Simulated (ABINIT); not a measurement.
## GaAs (F-43m): G0W0 in ABINIT against the wavefunction cutoff in GW

How does the gap of GaAs (F-43m) converge in the wavefunction cutoff in GW?

Program: ABINIT 10.8.3. Level of theory: PBE and many-body steps on it, plane waves. Results are calculated unless marked as measured.

Report form: the programs' logs are mostly left out.

## Step 1: Set-up

It takes space group F-43m (No. 216, cubic). Conventional cell: a = 5.654 Å, b = 5.654 Å, c = 5.654 Å, α = 90.00°, β = 90.00°, γ = 90.00°. Ga has 4 As at 2.45 Å nearest. As has 4 Ga at 2.45 Å nearest. Farther neighbours are not listed.

The cell and positions come from the Crystallography Open Database and are kept as given unless a step says otherwise.

## Step 2: Screening, 4×4×4 mesh, 87 bands, screening to 163.3 eV

This step: ABINIT 10.8.3; RPA screening on PBE, plane waves, norm-conserving pseudopotentials.

The RPA dielectric matrix is built and inverted for each q.

Contents of run.abi:

```
acell 3*1.0 Angstrom
rprim 
  0.000000000000 2.826850000000 2.826850000000
  2.826850000000 0.000000000000 2.826850000000
  2.826850000000 2.826850000000 -0.000000000000
ntypat 2
znucl 31 33
natom 2
typat 1 2
xred 
  0.000000000000 0.000000000000 0.000000000000
  0.250000000000 0.250000000000 0.250000000000
pp_dirpath "pseudos"
pseudos "Ga.upf, As.upf"
ecut 38
ngkpt 4 4 4
nshiftk 1
shiftk 0 0 0
kptopt 1
chksymbreak 0
istwfk *1
occopt 1
irdwfk 1
optdriver 3
nband 87
ecuteps 6
inclvkb 2
awtr 1
symchi 1
ecutwfn 11.4
indata_prefix "in"
outdata_prefix "out"
tmpdata_prefix "tmp"
```

Started as:

```
OMP_NUM_THREADS=1 mpirun -n 8 abinit run.abi > log
```

Elapsed: 8.5 s, on 8 MPI ranks of Intel Xeon Platinum 8259CL at 2.50GHz (Skylake/Cascade Lake), shared host; peak memory 0.73 GiB; 66 s of CPU time.

This step gave:

```
ε∞ with local fields, on this mesh, along the program's q direction : 138.9
the same without local fields                                       : 147.8
plasma frequency                                                    : 27.64 eV
plane waves in the screening matrix                                 : 181
```

Local fields lower ε∞ by 6 %. The value itself is an artefact of the mesh, where one narrow direct gap carries too much weight.

## Step 3: 11.4 Ha

This step: G0W0 on PBE, plane waves, norm-conserving pseudopotentials.

run.abi: that of step 2 with these lines changed.

```diff
@@ -23,8 +23,15 @@
 irdwfk 1
-optdriver 3
+optdriver 4
 nband 87
+gwcalctyp 0
+ecutsigx 11.4
+symsigma 1
+nkptgw 1
+kptgw 
+  0.0000000000 0.0000000000 0.0000000000
+bdgw 
+  12 18
 ecuteps 6
-inclvkb 2
-awtr 1
-symchi 1
+irdscr 1
+ppmodel 1
 ecutwfn 11.4
```

Run time: 4.5 s. Hardware: 8 MPI ranks; peak memory 0.51 GiB.

This step gave:

```yaml
g0w0_gap_on_the_points_computed: 1.282 eV
starting_gap_on_the_mesh: 0.5137 eV
k_of_the_valence_top: 0, 0, 0
k_of_the_conduction_bottom: 0, 0, 0
z_at_the_valence_top: 0.801
z_at_the_conduction_bottom: 0.802
least_direct_g0w0_gap_on_the_computed_points: 1.282 eV
```

## Step 4: Screening, 4×4×4 mesh, 87 bands, screening to 163.3 eV

This step: RPA screening on PBE, plane waves, norm-conserving pseudopotentials.

run.abi: that of step 3 with these lines changed.

```diff
@@ -23,16 +23,9 @@
 irdwfk 1
-optdriver 4
+optdriver 3
 nband 87
-gwcalctyp 0
-ecutsigx 11.4
-symsigma 1
-nkptgw 1
-kptgw 
-  0.0000000000 0.0000000000 0.0000000000
-bdgw 
-  12 18
 ecuteps 6
-irdscr 1
-ppmodel 1
-ecutwfn 11.4
+inclvkb 2
+awtr 1
+symchi 1
+ecutwfn 19
 indata_prefix "in"
```

The job ended after 16 s (8 MPI ranks; peak memory 0.91 GiB; 2.1 min of CPU time).

Numbers from this step:

| Item | Value |
| --- | --- |
| ε∞ with local fields, on this mesh, along the program's q direction | 139.2 |
| the same without local fields | 148.2 |
| plasma frequency | 29.07 eV |
| plane waves in the screening matrix | 181 |

## Step 5: 19 Ha

The self-energy is evaluated for the states that the input lists, and the levels follow from it, in one-shot runs by the linearised quasiparticle equation.

This step: G0W0 on PBE, plane waves, norm-conserving pseudopotentials.

run.abi: that of step 4 with these lines changed.

```diff
@@ -23,8 +23,15 @@
 irdwfk 1
-optdriver 3
+optdriver 4
 nband 87
+gwcalctyp 0
+ecutsigx 19
+symsigma 1
+nkptgw 1
+kptgw 
+  0.0000000000 0.0000000000 0.0000000000
+bdgw 
+  12 18
 ecuteps 6
-inclvkb 2
-awtr 1
-symchi 1
+irdscr 1
+ppmodel 1
 ecutwfn 19
```

Wall time 4.4 s (8 MPI ranks); peak memory 0.77 GiB; 34 s of CPU time.

This step gave:

```yaml
g0w0_gap_on_the_points_computed: 1.115 eV
starting_gap_on_the_mesh: 0.5137 eV
k_of_the_valence_top: 0, 0, 0
k_of_the_conduction_bottom: 0, 0, 0
z_at_the_valence_top: 0.796
z_at_the_conduction_bottom: 0.797
least_direct_g0w0_gap_on_the_computed_points: 1.115 eV
```

The gap on the mesh goes from 0.51 eV to 1.12 eV, a correction of +0.60 eV.

## Step 6: Screening, 4×4×4 mesh, 87 bands, screening to 163.3 eV

This step: RPA screening on PBE, plane waves, norm-conserving pseudopotentials.

run.abi: that of step 5 with these lines changed.

```diff
@@ -23,16 +23,9 @@
 irdwfk 1
-optdriver 4
+optdriver 3
 nband 87
-gwcalctyp 0
-ecutsigx 19
-symsigma 1
-nkptgw 1
-kptgw 
-  0.0000000000 0.0000000000 0.0000000000
-bdgw 
-  12 18
 ecuteps 6
-irdscr 1
-ppmodel 1
-ecutwfn 19
+inclvkb 2
+awtr 1
+symchi 1
+ecutwfn 28.5
 indata_prefix "in"
```

Run time: 16 s. Hardware: 8 MPI ranks; peak memory 1.1 GiB; 2.2 min of CPU time.

Numbers from this step:

* ε∞ with local fields, on this mesh, along the program's q direction: 138.9
* the same without local fields: 147.9
* plasma frequency: 29.23 eV
* plane waves in the screening matrix: 181

## Step 7: 28.5 Ha

This step: G0W0 on PBE, plane waves, norm-conserving pseudopotentials.

run.abi: that of step 6 with these lines changed.

```diff
@@ -23,8 +23,15 @@
 irdwfk 1
-optdriver 3
+optdriver 4
 nband 87
+gwcalctyp 0
+ecutsigx 28.5
+symsigma 1
+nkptgw 1
+kptgw 
+  0.0000000000 0.0000000000 0.0000000000
+bdgw 
+  12 18
 ecuteps 6
-inclvkb 2
-awtr 1
-symchi 1
+irdscr 1
+ppmodel 1
 ecutwfn 28.5
```

It took 4.8 s on 8 MPI ranks; peak memory 1 GiB.

Numbers from this step:

| Quantity | Value |
| --- | --- |
| G0W0 gap on the points computed | 1.122 eV |
| starting gap on the mesh | 0.5137 eV |
| k of the valence top | 0, 0, 0 |
| k of the conduction bottom | 0, 0, 0 |
| least direct G0W0 gap on the computed points | 1.122 eV |

Against the run before, the gap moves by +0.007 eV.

## Step 8: Screening, 4×4×4 mesh, 87 bands, screening to 163.3 eV

This step: RPA screening on PBE, plane waves, norm-conserving pseudopotentials.

run.abi: that of step 7 with these lines changed.

```diff
@@ -23,16 +23,8 @@
 irdwfk 1
-optdriver 4
+optdriver 3
 nband 87
-gwcalctyp 0
-ecutsigx 28.5
-symsigma 1
-nkptgw 1
-kptgw 
-  0.0000000000 0.0000000000 0.0000000000
-bdgw 
-  12 18
 ecuteps 6
-irdscr 1
-ppmodel 1
-ecutwfn 28.5
+inclvkb 2
+awtr 1
+symchi 1
 indata_prefix "in"
```

The job ended after 23 s (8 MPI ranks; peak memory 1.4 GiB; 3 min of CPU time).

Numbers from this step:

```yaml
eps_infinity_with_local_fields_on_this_mesh_along_the_program_s_q_direction: 138.9
the_same_without_local_fields: 147.8
plasma_frequency: 29.23 eV
plane_waves_in_the_screening_matrix: 181
```

## Step 9: 38 Ha

This step: G0W0 on PBE, plane waves, norm-conserving pseudopotentials.

run.abi: that of step 8 with these lines changed.

```diff
@@ -23,8 +23,15 @@
 irdwfk 1
-optdriver 3
+optdriver 4
 nband 87
+gwcalctyp 0
+ecutsigx 38
+symsigma 1
+nkptgw 1
+kptgw 
+  0.0000000000 0.0000000000 0.0000000000
+bdgw 
+  12 18
 ecuteps 6
-inclvkb 2
-awtr 1
-symchi 1
+irdscr 1
+ppmodel 1
 indata_prefix "in"
```

Elapsed: 6.4 s, on 8 MPI ranks; peak memory 1.2 GiB; 48 s of CPU time.

Numbers from this step:

| Property | Result |
| --- | --- |
| G0W0 gap on the points computed | 1.134 eV |
| starting gap on the mesh | 0.5137 eV |
| k of the valence top | 0, 0, 0 |
| k of the conduction bottom | 0, 0, 0 |
| least direct G0W0 gap on the computed points | 1.134 eV |

Against the run before, the gap moves by +0.012 eV.

## Step 10: The runs together

Times are wall times on 8 MPI ranks of Intel Xeon Platinum 8259CL at 2.50GHz (Skylake/Cascade Lake), shared host, good to a factor of about two. A run's time includes the screening step that it read.

| run | mesh | bands | screening cutoff (eV) | DFT gap (eV) | gap on the mesh (eV) | direct (eV) | ε∞ used | time |
| --- | --- | --- | --- | --- | --- | --- | --- | --- |
| 11.4 Ha | 4×4×4 | 87 | 163.3 | 0.514 | 1.282 | 1.282 | 138.91 | 13 s |
| 19 Ha | 4×4×4 | 87 | 163.3 | 0.514 | 1.115 | 1.115 | 139.22 | 20 s |
| 28.5 Ha | 4×4×4 | 87 | 163.3 | 0.514 | 1.122 | 1.122 | 138.92 | 21 s |
| 38 Ha | 4×4×4 | 87 | 163.3 | 0.514 | 1.134 | 1.134 | 138.88 | 29 s |

## Step 11: What came out

```json
{
 "11.4 Ha": "1.282 eV",
 "19 Ha": "1.115 eV",
 "28.5 Ha": "1.122 eV",
 "38 Ha": "1.134 eV",
 "known limits": "not at the basis limit; exchange with frozen shells missing; screening runs away on this mesh; no spin-orbit coupling; coarse k mesh"
}
```

**Reading.** The setting moved: wavefunction cutoff in GW. From 11.4 Ha to 38 Ha the gap moves by −0.15 eV, for 2.2 times the time. The last step still moves it by +0.012 eV. Bands and screening cutoff are coupled, so a series along one setting does not show full convergence. The exchange cutoff follows the wavefunction cutoff here. Bands and cutoff are finite, so the gap is not at the basis limit. The miss can reach some tenths of an eV and take either sign; the mesh is an error of its own. In the G0W0 runs levels were corrected at 1 k point alone, so a gap called «on the mesh» is the least over those, and an edge elsewhere would be missed. The 4×4×4 mesh is coarse for this cell, which bears on the long-range parts of exchange and screening. The norm-conserving file of at least one element keeps a d shell over frozen s and p shells of the same row. Exchange with those shells is missing from the self-energy, an error of 0.3 to 0.9 eV in cases checked, whose sign depends on which edge lies on those atoms. For the PBE start: On this mesh the RPA ε∞ passes 90, more than nearly any semiconductor shows; a coarse mesh does this where one point with a narrow direct gap carries much weight. The screening is then too strong, and the G0W0 gap should not be taken as the material's. The many-body steps are scalar-relativistic: spin-orbit coupling is not in them.

[Paths, hosts, dates, memory and timing lines, banners, echoed tables and standing remarks are left out of the program output.]

[Logs are printed without paths, hosts, clocks, repeated set-up lines and the standing remarks that a program may print on its own settings, such as how far it seeks lower states.]

[Runs of the session that timed out or met a known fault of the program may be left out.]

[Hosts, paths, dates, database ids (printed as entryN), source tags and the programs' standing remarks are cut or masked in the printed files.]

[G0W0 gaps are taken among the corrected bands and points alone; a level outside them can change the order at an edge.]

[Where Ansatz stands beside ABINIT at settings called matched, ABINIT's density can come from a denser mesh and the files from another edition; pairs whose starting gaps differed by over 0.03 eV were left out, so agreement reads better than it is.]
